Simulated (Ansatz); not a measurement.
The system is Rb.

```
Rb
1.0
    -2.80027    2.73564    2.83144
     2.71310   -2.74404    2.75267
     2.92123    2.86500   -2.83984
Rb
1
Cartesian
  0.0000 0.0000 0.0000
```

The cell isn't the ideal one: cell strained at random at fixed volume.

- Program: Ansatz 0.2.0
- Task: relaxation of cell and atoms
- Functional: PBE
- Dispersion: D3(BJ)-ATM
- Potentials or basis: PseudoDojo stringent (PBE files)
- Cutoff: 630 eV
- Density cutoff: 2520 eV
- k mesh: 7 × 7 × 7
- Occupations: fermi-dirac, width 0.1 eV
- Spin: no spin polarisation

At the start: volume 88.04 Å³/atom.

**Question.** Where does the relaxation end?

**Answer.** It ends after 4 steps and the volume is 85.47 Å³/atom (-2.9 %); space group I4/mmm (No. 139, to 0.05 Å).

The path:
```
step  energy change (eV)  largest force (eV/Å)  volume (Å³)
   1              0.0000                0.0000        88.04
   2             -0.0004                0.0000        87.83
   3             -0.0026                0.0000        85.47
   4             -0.0025                0.0000        85.47
```

Final structure:
```cif
data_structure
_symmetry_space_group_name_H-M 'P 1'
_symmetry_Int_Tables_number 1
_cell_length_a 4.8031
_cell_length_b 4.8023
_cell_length_c 4.8159
_cell_angle_alpha 109.171
_cell_angle_beta 109.607
_cell_angle_gamma 109.675
_cell_volume 85.47
loop_
_atom_site_label
_atom_site_type_symbol
_atom_site_fract_x
_atom_site_fract_y
_atom_site_fract_z
_atom_site_occupancy
Rb1 Rb 0.00000 0.00000 0.00000 1
```

Caveat: the plane-wave basis is chosen anew once the cell has moved, so the energies of steps on either side of that aren't comparable.
